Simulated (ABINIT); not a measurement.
# SnTe (Fm-3m) in ABINIT: notebook

One crystal, SnTe, is run at these levels: PBE+D3, r2SCAN; tasks: equation of state, band structure.

Everything below comes from runs of ABINIT 10.8.3 (patched build). Logs are shortened: lines on timing, memory, paths and dates and some standing lists are left out, and cuts for length are marked. The log counts tension as positive stress, the text compression.

### Step 1. The crystal as given

Symmetry: Fm-3m, No. 225, cubic system. Conventional cell: a = 6.302 Å, b = 6.302 Å, c = 6.302 Å, α = 90.00°, β = 90.00°, γ = 90.00°. Te (site symmetry m-3m) is surrounded by 6 Sn at 3.15 Å. Around Sn (site symmetry m-3m) lie 6 Te at 3.15 Å.

### Step 2. Equation of state, PBE+D3

File run.abi:

```
ndtset 7
getwfk -1
scalecart1 3*0.9795861087
scalecart2 3*0.9864848297
scalecart3 3*0.9932883884
scalecart4 3*1.0000000000
scalecart5 3*1.0066227096
scalecart6 3*1.0131594038
scalecart7 3*1.0196128224

pp_dirpath "./"
pseudos "Te.GGA_PBE-JTH.xml, Sn.GGA_PBE-JTH.xml"

acell 3*1.0 Angstrom
rprim
     0.0000000000     3.1508500000     3.1508500000
     3.1508500000     0.0000000000     3.1508500000
     3.1508500000     3.1508500000     0.0000000000
ntypat 2
znucl 52 50
natom 2
typat 1 2
xred
     0.5000000000     0.5000000000     0.5000000000
     0.0000000000     0.0000000000     0.0000000000

ecut 15.0
pawecutdg 30.0

kptopt 1
ngkpt 7 7 7
nshiftk 1
shiftk 0.0 0.0 0.0

ixc 11
vdw_xc 6

nband 14
occopt 3
tsmear 0.05 eV

nstep 100
tolvrs 1.0e-9

iomode 3
prtwf 1
prtden 0
prteig 0
prtebands 0
```

Potentials or basis: JTH PAW PBE v2.0.

Run with:

```console
abinit run.abi > log 2>&1
```

run.abo:

```text
.Version 10.8.3 of ABINIT
 DATASET    1 : space group Fm -3 m (#225); Bravais cF (face-center cubic)
================================================================================
 Values of the parameters that define the memory need for DATASET  1.
     intxc =       0    ionmov =       0      iscf =      17    lmnmax =      18
     lnmax =       6     mgfft =      30  mpssoang =       3    mqgrid =    3001
     natom =       2  nloc_mem =       2    nspden =       1   nspinor =       1
    nsppol =       1      nsym =      48    n1xccc =       1    ntypat =       2
    occopt =       3   xclevel =       2
       mpw =        1117          nfft =       27000          nkpt =          20
 PAW method is used; the additional fine FFT grid is defined by:
   mgfftf=        45    nfftf =     91125
================================================================================
================================================================================
[... 71 lines left out ...]
 DATASET    7 : space group Fm -3 m (#225); Bravais cF (face-center cubic)
================================================================================
 Values of the parameters that define the memory need for DATASET  7.
     intxc =       0    ionmov =       0      iscf =      17    lmnmax =      18
     lnmax =       6     mgfft =      30  mpssoang =       3    mqgrid =    3001
     natom =       2  nloc_mem =       2    nspden =       1   nspinor =       1
    nsppol =       1      nsym =      48    n1xccc =       1    ntypat =       2
    occopt =       3   xclevel =       2
       mpw =        1267          nfft =       27000          nkpt =          20
 PAW method is used; the additional fine FFT grid is defined by:
   mgfftf=        45    nfftf =     91125
================================================================================
================================================================================

--------------------------------------------------------------------------------
------------- Echo of variables that govern the present computation ------------
--------------------------------------------------------------------------------
 -outvars: echo values of preprocessed input variables --------
            acell      1.8897261259E+00  1.8897261259E+00  1.8897261259E+00 Bohr
              amu      1.27600000E+02  1.18710000E+02
             ecut      1.50000000E+01 Hartree
           getwfk          -1
              ixc          11
           jdtset        1    2    3    4    5    6    7
         kptrlatt        7    0    0      0    7    0      0    0    7
          kptrlen1     5.77407275E+01
          kptrlen2     5.81473658E+01
          kptrlen3     5.85483948E+01
          kptrlen4     5.89440040E+01
          kptrlen5     5.93343730E+01
          kptrlen6     5.97196720E+01
          kptrlen7     6.01000623E+01
            natom           2
            nband          14
           ndtset           7
            ngfft          30      30      30
[... 116 lines left out ...]
         ecut(hartree)=     30.000   => boxcut(ratio)=   2.16343

--- Pseudopotential description ------------------------------------------------
- pspini: atom type   1  psp file is ./Te.GGA_PBE-JTH.xml
 Pseudopotential format is: paw10
 basis_size (lnmax)=  4 (lmn_size=  8), orbitals=   0   0   1   1
 Spheres core radius: rc_sph= 2.31107438
 Shapefunction is SIN type: shapef(r)=[sin(pi*r/rshp)/(pi*r/rshp)]**2
 Radius for shape functions =  2.10488624
 Compensation charge density is not taken into account in XC energy/potential

- pspini: atom type   2  psp file is ./Sn.GGA_PBE-JTH.xml
 Pseudopotential format is: paw10
 basis_size (lnmax)=  6 (lmn_size= 18), orbitals=   0   0   1   1   2   2
 Spheres core radius: rc_sph= 2.51086398
 Shapefunction is BESSEL type: shapef(r,l)=aa(1,l)*jl(q(1,l)*r)+aa(2,l)*jl(q(2,l)*r)
 Radius for shape functions =  1.40702157
 Compensation charge density is not taken into account in XC energy/potential

   2.71771569E+03                                ecore*ucvol(ha*bohr**3)
--------------------------------------------------------------------------------

================================================================================

--- !BeginCycle
iteration_state: {dtset: 1, }
solver: {iscf: 17, nstep: 100, nline: 4, wfoptalg: 10, }
tolerances: {tolvrs: 1.00E-09, }
...
[... 1246 lines left out ...]
-Cartesian components of stress tensor (GPa)         [Pressure= -1.4409E+00 GPa]
- sigma(1 1)=  1.44085414E+00  sigma(3 2)=  0.00000000E+00
- sigma(2 2)=  1.44085414E+00  sigma(3 1)=  0.00000000E+00
- sigma(3 3)=  1.44085414E+00  sigma(2 1)=  0.00000000E+00

== END DATASET(S) ==============================================================
================================================================================

 -outvars: echo values of variables after computation  --------
            acell      1.8897261259E+00  1.8897261259E+00  1.8897261259E+00 Bohr
           etotal1    -7.8070066042E+01
           etotal2    -7.8071192645E+01
           etotal3    -7.8071973467E+01
           etotal4    -7.8072441150E+01
           etotal5    -7.8072630404E+01
           etotal6    -7.8072566118E+01
           etotal7    -7.8072276440E+01
            fcart1    -0.0000000000E+00 -0.0000000000E+00 -0.0000000000E+00
                      -0.0000000000E+00 -0.0000000000E+00 -0.0000000000E+00
            fcart2    -0.0000000000E+00 -0.0000000000E+00 -0.0000000000E+00
                      -0.0000000000E+00 -0.0000000000E+00 -0.0000000000E+00
            fcart3    -0.0000000000E+00 -0.0000000000E+00 -0.0000000000E+00
                      -0.0000000000E+00 -0.0000000000E+00 -0.0000000000E+00
            fcart4    -0.0000000000E+00 -0.0000000000E+00 -0.0000000000E+00
                      -0.0000000000E+00 -0.0000000000E+00 -0.0000000000E+00
            fcart5    -0.0000000000E+00 -0.0000000000E+00 -0.0000000000E+00
                      -0.0000000000E+00 -0.0000000000E+00 -0.0000000000E+00
[... 38 lines left out ...]
                       0.0000000000E+00  0.0000000000E+00  0.0000000000E+00
           xangst1     3.0865288906E+00  3.0865288906E+00  3.0865288906E+00
                       0.0000000000E+00  0.0000000000E+00  0.0000000000E+00
           xangst2     3.1082657257E+00  3.1082657257E+00  3.1082657257E+00
                       0.0000000000E+00  0.0000000000E+00  0.0000000000E+00
           xangst3     3.1297027186E+00  3.1297027186E+00  3.1297027186E+00
                       0.0000000000E+00  0.0000000000E+00  0.0000000000E+00
           xangst4     3.1508500000E+00  3.1508500000E+00  3.1508500000E+00
                       0.0000000000E+00  0.0000000000E+00  0.0000000000E+00
           xangst5     3.1717171645E+00  3.1717171645E+00  3.1717171645E+00
                       0.0000000000E+00  0.0000000000E+00  0.0000000000E+00
           xangst6     3.1923133075E+00  3.1923133075E+00  3.1923133075E+00
                       0.0000000000E+00  0.0000000000E+00  0.0000000000E+00
           xangst7     3.2126470615E+00  3.2126470615E+00  3.2126470615E+00
                       0.0000000000E+00  0.0000000000E+00  0.0000000000E+00
             xred      5.0000000000E-01  5.0000000000E-01  5.0000000000E-01
                       0.0000000000E+00  0.0000000000E+00  0.0000000000E+00
 Calculation completed.
```

It took 61 s on 1 thread of Intel Xeon Platinum 8488C (Sapphire Rapids), shared host; peak memory 0.13 GiB.

Results:

```
Equilibrium volume                      : 32.05 Å³/atom
Bulk modulus                            : 44 GPa
Pressure derivative of the bulk modulus : 4.4
```

Energy against volume, from the lowest point:
```
volume (Å³/atom)  energy (meV/atom)
          29.404              34.89
          30.030              19.56
          30.656               8.94
          31.281               2.57
          31.907               0.00
          32.532               0.87
          33.158               4.82
```

Caveat: the cutoff is too short for stress, so the log's stress isn't used; pressures at fixed basis lie under the slope of the energies; this odd mesh misses L, where the gap lies, so gap, dielectric constants and Born charges aren't listed.

### Step 3. Band structure, r2SCAN

File run.abi:

```
# Datasets: ground state, then fixed potential
ndtset 2

# Pseudopotentials
pp_dirpath "./"
pseudos "Te.GGA_PBE-JTH.xml, Sn.GGA_PBE-JTH_sp.xml"

# Structure
acell 3*1.0 Angstrom
rprim
     0.0000000000     3.1508500000     3.1508500000
     3.1508500000     0.0000000000     3.1508500000
     3.1508500000     3.1508500000     0.0000000000
ntypat 2
znucl 52 50
natom 2
typat 1 2
xred
     0.5000000000     0.5000000000     0.5000000000
     0.0000000000     0.0000000000     0.0000000000

# Plane-wave basis
ecut 489.804952 eV
pawecutdg 36.0

# Exchange and correlation
ixc -497498
usekden 1
pawxcdev 0

# Bands and occupations
occopt 3
tsmear 0.05 eV

# SCF cycle
nstep 100

# Output
iomode 3
prtwf 0
prteig 0
prtebands 0
prtden1 1
prtkden1 1
prtvha1 1
prtvclmb1 1
prtpot1 1

# Dataset 1
kptopt1 1
ngkpt1 7 7 7
nshiftk1 1
shiftk1 0.0 0.0 0.0
nband1 9
tolvrs1 1.0e-7

# Dataset 2: bands along G-X-W-K-G-L-U-W-L-K
iscf2 -2
getden2 1
getkden2 1
nband2 13
nbdbuf2 2
tolwfr2 1.0e-12
kptopt2 -9
ndivsm2 6
prteig2 1
kptbounds2
     0.0000000000     0.0000000000     0.0000000000
     0.5000000000     0.0000000000     0.5000000000
     0.5000000000     0.2500000000     0.7500000000
     0.3750000000     0.3750000000     0.7500000000
     0.0000000000     0.0000000000     0.0000000000
     0.5000000000     0.5000000000     0.5000000000
     0.6250000000     0.2500000000     0.6250000000
     0.5000000000     0.2500000000     0.7500000000
     0.5000000000     0.5000000000     0.5000000000
     0.3750000000     0.3750000000     0.7500000000
```

Potentials or basis: JTH PAW PBE v2.0 sp.

Run with:

```console
abinit run.abi > log 2>&1
```

run.abo:

```text
.Version 10.8.3 of ABINIT
 DATASET    1 : space group Fm -3 m (#225); Bravais cF (face-center cubic)
================================================================================
 Values of the parameters that define the memory need for DATASET  1.
     intxc =       0    ionmov =       0      iscf =      17    lmnmax =      13
     lnmax =       5     mgfft =      36  mpssoang =       3    mqgrid =    3001
     natom =       2  nloc_mem =       2    nspden =       1   nspinor =       1
    nsppol =       1      nsym =      48    n1xccc =       1    ntypat =       2
    occopt =       3   xclevel =       2
       mpw =        1553          nfft =       46656          nkpt =          20
 PAW method is used; the additional fine FFT grid is defined by:
   mgfftf=        48    nfftf =    110592
================================================================================
================================================================================

 DATASET    2 : space group Fm -3 m (#225); Bravais cF (face-center cubic)
================================================================================
 Values of the parameters that define the memory need for DATASET  2.
     intxc =       0    ionmov =       0      iscf =      -2    lmnmax =      13
     lnmax =       5     mgfft =      36  mpssoang =       3    mqgrid =    3001
     natom =       2  nloc_mem =       2    nspden =       1   nspinor =       1
    nsppol =       1      nsym =      48    n1xccc =       1    ntypat =       2
    occopt =       3   xclevel =       2
       mpw =        1564          nfft =       46656          nkpt =         103
 PAW method is used; the additional fine FFT grid is defined by:
   mgfftf=        48    nfftf =    110592
================================================================================
================================================================================

--------------------------------------------------------------------------------
------------- Echo of variables that govern the present computation ------------
--------------------------------------------------------------------------------
 -outvars: echo values of preprocessed input variables --------
            acell      1.8897261259E+00  1.8897261259E+00  1.8897261259E+00 Bohr
[... 992 lines left out ...]
              =  1.000000000000  1.000000000000  1.000000000000 angstroms
 Eigenvalues (hartree) for nkpt= 103  k points:
 kpt#   1, nband= 13, wtk=  1.00000, kpt=  0.0000  0.0000  0.0000 (reduced coord)
  -0.58924   -0.26734   -0.18345   -0.18345   -0.18345    0.03729    0.03729    0.03729
   0.09128    0.09128    0.09128    0.17065    0.17065
 kpt#   2, nband= 13, wtk=  1.00000, kpt=  0.0294  0.0000  0.0294 (reduced coord)
  -0.58886   -0.27025   -0.18416   -0.18416   -0.17962    0.02993    0.03724    0.03724
   0.08890    0.09347    0.09347    0.17107    0.17692
 kpt#   3, nband= 13, wtk=  1.00000, kpt=  0.0588  0.0000  0.0588 (reduced coord)
  -0.58771   -0.27768   -0.18623   -0.18623   -0.16953    0.01173    0.03728    0.03728
   0.08262    0.09976    0.09976    0.17234    0.19051
 kpt#   4, nband= 13, wtk=  1.00000, kpt=  0.0882  0.0000  0.0882 (reduced coord)
  -0.58582   -0.28737   -0.18949   -0.18949   -0.15582   -0.01113    0.03781    0.03781
   0.07409    0.10960    0.10960    0.17444    0.20102
 kpt#   5, nband= 13, wtk=  1.00000, kpt=  0.1176  0.0000  0.1176 (reduced coord)
  -0.58321   -0.29774   -0.19373   -0.19373   -0.14112   -0.03424    0.03914    0.03914
   0.06459    0.12242    0.12242    0.17737    0.20804
 kpt#   6, nband= 13, wtk=  1.00000, kpt=  0.1471  0.0000  0.1471 (reduced coord)
  -0.57990   -0.30795   -0.19869   -0.19869   -0.12958   -0.05273    0.04144    0.04144
[... 278 lines left out ...]
  -0.53201   -0.40115   -0.25763   -0.20431   -0.16993   -0.02873   -0.01491    0.05949
   0.12380    0.19886    0.22728    0.32822    0.36940
 kpt# 100, nband= 13, wtk=  1.00000, kpt=  0.4125  0.4125  0.6750 (reduced coord)
  -0.53014   -0.39615   -0.27206   -0.21063   -0.17924   -0.01571   -0.00091    0.08181
   0.10766    0.20040    0.22729    0.33155    0.38691
 kpt# 101, nband= 13, wtk=  1.00000, kpt=  0.4000  0.4000  0.7000 (reduced coord)
  -0.52848   -0.39092   -0.28401   -0.21629   -0.18759   -0.00308    0.01135    0.09320
   0.10033    0.20593    0.22996    0.32958    0.39054
 kpt# 102, nband= 13, wtk=  1.00000, kpt=  0.3875  0.3875  0.7250 (reduced coord)
  -0.52726   -0.38582   -0.29283   -0.22119   -0.19503    0.00877    0.02091    0.08101
   0.11395    0.21448    0.23553    0.32879    0.37898
 kpt# 103, nband= 13, wtk=  1.00000, kpt=  0.3750  0.3750  0.7500 (reduced coord)
  -0.52671   -0.38125   -0.29784   -0.22525   -0.20159    0.01958    0.02670    0.07186
   0.12222    0.22419    0.24414    0.33399    0.36387

== END DATASET(S) ==============================================================
================================================================================

 -outvars: echo values of variables after computation  --------
            acell      1.8897261259E+00  1.8897261259E+00  1.8897261259E+00 Bohr
           etotal1     3.2030302376E+01
            fcart1    -0.0000000000E+00 -0.0000000000E+00 -0.0000000000E+00
                      -0.0000000000E+00 -0.0000000000E+00 -0.0000000000E+00
            rprim      0.0000000000E+00  3.1508500000E+00  3.1508500000E+00
                       3.1508500000E+00  0.0000000000E+00  3.1508500000E+00
                       3.1508500000E+00  3.1508500000E+00  0.0000000000E+00
           strten1    -4.5110788327E-05 -4.5110788327E-05 -4.5110788327E-05
                       0.0000000000E+00  0.0000000000E+00  0.0000000000E+00
           xangst      3.1508500000E+00  3.1508500000E+00  3.1508500000E+00
                       0.0000000000E+00  0.0000000000E+00  0.0000000000E+00
             xred      5.0000000000E-01  5.0000000000E-01  5.0000000000E-01
                       0.0000000000E+00  0.0000000000E+00  0.0000000000E+00
 Calculation completed.
```

It took 2.4 min on 1 thread of Intel Xeon Platinum 8488C (Sapphire Rapids), shared host; peak memory 0.15 GiB.

Results:

- Free energy: 871.5889 eV
- Valence electrons inside the program's atomic spheres: Te 3.13; Sn 2.27

Levels at the corners of the path, in eV from the Fermi level:
```
point  band 3  band 4  band 5  band 6  band 7  band 8
    Γ   -2.52   -2.52   -2.52    3.48    3.48    3.48
    X   -6.04   -4.17   -4.17    2.25    5.13    5.13
    W   -5.28   -5.28   -1.10    0.78    4.84    4.84
    K   -5.64   -3.66   -3.02    3.00    3.20    4.42
    Γ   -2.52   -2.52   -2.52    3.48    3.48    3.48
    L   -2.19   -2.19    0.05    0.06    0.20    0.20
    U   -5.64   -3.66   -3.02    3.00    3.20    4.42
    W   -5.28   -5.28   -1.10    0.78    4.84    4.84
    L   -2.19   -2.19    0.05    0.06    0.20    0.20
    K   -5.64   -3.66   -3.02    3.00    3.20    4.42
```

Caveat: the cutoff is too short for stress, so the log's stress isn't used; this odd mesh misses L, where the gap lies, so gap, dielectric constants and Born charges aren't listed; totals of a meta-GGA on PAW files have another zero than those of a GGA; the PAW data sets were made with another functional, which shifts forces and pressure a little; spin-orbit coupling is left out, which moves the levels of the heavy elements; this set keeps more shells in the core, which shifts pressures and gaps.
